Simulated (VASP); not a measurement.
Runs of VASP 6.6.1 on Al. It takes space group Im-3m (No. 229, cubic). Conventional cell: a = 3.182 Å, b = 3.182 Å, c = 3.182 Å, α = 90.00°, β = 90.00°, γ = 90.00°. Around Al (site symmetry m-3m) lie 8 Al at 2.76 Å. This isn't the form of Al at room conditions, which is fcc.

```csv
task,level,potentials or basis,cell,k mesh,cutoff (eV),smearing,grid for exact exchange (PRECFOCK),exchange at q = 0,other keys,mesh quality,gap on the mesh (eV),pressure (GPa)
electric field gradients,PBE+D3,"VASP PAW PBE potentials, release 64 (Al)",volume scaled by 0.88,12 × 12 × 12,520,fermi-dirac 0.05 eV,-,-,PREC = High,not flagged,none,15.5
relaxation of cell and atoms,vdW-DF,"VASP PAW PBE potentials, release 64 (Al)",relaxed,12 × 12 × 12,600,gaussian 0.1 eV,-,-,-,not flagged,none,0.0
relaxation of the atoms,r2SCAN+D4,"VASP PAW PBE potentials, release 64 (Al_GW)",atoms relaxed from: cell strained at random at fixed volume,12 × 12 × 12,550,gaussian 0.05 eV,-,-,-,not flagged,none,-0.6
single point,LDA,"VASP PAW LDA potentials, release 64 (Al)",as given,12 × 12 × 12,520,gaussian 0.02 eV,-,-,-,not flagged,none,(a)
single point,RPBE,"VASP PAW PBE potentials, release 64 (Al_GW)",as given,12 × 12 × 12,550,gaussian 0.02 eV,-,-,-,not flagged,none,5.2
atomic charges,PBE0,"VASP PAW PBE potentials, release 64 (Al)",as given,6 × 6 × 6,520,gaussian 0.01 eV,Fast,default,-,coarse,none,3.2
```

Alike in all rows: no spin polarisation.

Question: Estimate the missing entries.

Answer: (a) 0.6.

Caveats: some runs use coarse meshes; the PAW data sets were made with another functional, which shifts forces and pressure a little (some runs); pairwise dispersion overbinds metals, which lowers pressure and volume (some runs); the relaxation stopped at its first step, so nothing moved (some runs).

A gap of «none» marks a metal or a gap under the smearing width.
